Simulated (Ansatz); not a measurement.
Input and output of a zone-centre phonon calculation by perturbation theory on a 2-atom cell of BaO started from a crystallographic database (Ansatz, PBEsol). The cell was relaxed beforehand with PBEsol.

```yaml
crystal:
  lattice:
    - [0.0, 2.7450000782, 2.7450000782]
    - [2.7450000782, 0.0, 2.7450000782]
    - [2.7450000782, 2.7450000782, 0.0]
  atoms:
    - { symbol: Ba, position: [0.0, 0.0, 0.0] }
    - { symbol: O, position: [0.5, 0.5, 0.5] }
kpoints:
  mp_grid: { grid: [6, 6, 6] }
hamiltonian:
  xc: pbesol
scf:
  occupations: { method: fixed }
phonons:
  method: dfpt
  dielectric: true
  qpoints: [[0, 0, 0]]
  rigid_motions: translations
```

In the abridged output below, numbers in square brackets stand for lines, or ends of lines, that were taken out.
```
Functional definition: PBEsol
Crystal: 2 atoms, lattice volume = 41.367 Å³
[1]
Bands: 12, of which v1, the nominal top of the filled ones, is band 8 counted from 1 (7 counted from 0)
[2]
SCF converged after 8 iterations
Free energy (F): -6426.088602 eV
Fermi energy:    8.788068 eV
--- Band table (eV; the first three rows and the last of 30) ---
  k-point 0: bands = […, -1.4104, -1.4104, -1.4104, 8.2458, 8.2458, 8.2458, 12.3164, 13.4650, 13.4650, 13.4650]
  k-point 1: bands = […, -1.4796, -1.4432, -1.4432, 7.7229, 7.9319, 7.9319, 13.0625, 13.5109, 13.9409, 13.9409]
  k-point 2: bands = […, -1.6049, -1.5068, -1.5068, 6.9589, 7.3962, 7.3962, 13.2757, 15.1446, 15.1446, 15.5353]
  k-point 29: bands = […, -2.8298, -2.3366, -1.6318, 7.5815, 8.4810, 8.6522, 11.9026, 14.7661, 15.5874, 18.1040]
--- Phonons (Γ-DFPT): 2 representative perturbations + reference, on 30 of 216 k-points ---
  Γ frequencies (cm⁻¹): 0.00 0.00 0.00 76.34 76.34 76.34
  ε∞ (high-frequency dielectric tensor):
[3]
  ε⁰ (static dielectric tensor: ions relaxed, cell fixed):
      114.079453     0.000000     0.000000
        0.000000   114.079453     0.000000
        0.000000     0.000000   114.079453
  ε⁰ − ε∞ (ionic part):
[4]
  Born effective charges Z* (e; rows j = field, columns β = displacement):
    site 0:
[5]
    site 1:
[6]
  ε∞ is read to err by 1.3e-2, Z* by 1.4e-2 e
  optical modes at Γ without the LO–TO term, one row a degenerate level:
      ω (cm⁻¹)  modes    IR ((D/Å)²/amu)
         76.34      3            37.2356
  optical modes at Γ + LO–TO along q̂ = [1.0000, 0.0000, 0.0000]:
      ω (cm⁻¹)  modes    IR ((D/Å)²/amu)
         76.34      2            24.8237
        394.09      1            12.4119
  optical modes at Γ + LO–TO along q̂ = [0.0000, 1.0000, 0.0000]: as above
  optical modes at Γ + LO–TO along q̂ = [0.0000, 0.0000, 1.0000]: as above
```

**Question.** What stood in the gaps? They hold the Born charges, ε∞ (with the ionic part, where printed), cutoff and plane waves at Γ, the symmetry found.

**Answer.**
```
[1]
Basis set: ecut = 420 eV, 869 PW (Γ)
[2]
Symmetry: 48 space group operations
[3]
        4.281197     0.000000     0.000000
        0.000000     4.281197     0.000000
        0.000000     0.000000     4.281197
[4]
      109.798256     0.000000     0.000000
        0.000000   109.798256     0.000000
        0.000000     0.000000   109.798256
[5]
         2.77654    0.00000    0.00000
         0.00000    2.77654    0.00000
         0.00000    0.00000    2.77654
[6]
        -2.77654    0.00000    0.00000
         0.00000   -2.77654    0.00000
         0.00000    0.00000   -2.77654
```

Command: `ansatz run input.yaml --threads 2 --pin off --max-ram 2211MiB --backend cpu --events-out ev --progress --plain --runs-dir out`. It took 9.1 s on 2 threads of Arm Neoverse V2, on a shared host; peak host memory 0.38 GiB.

(Simulation; spin polarisation is off.)

The runs are scalar-relativistic, without spin-orbit coupling.
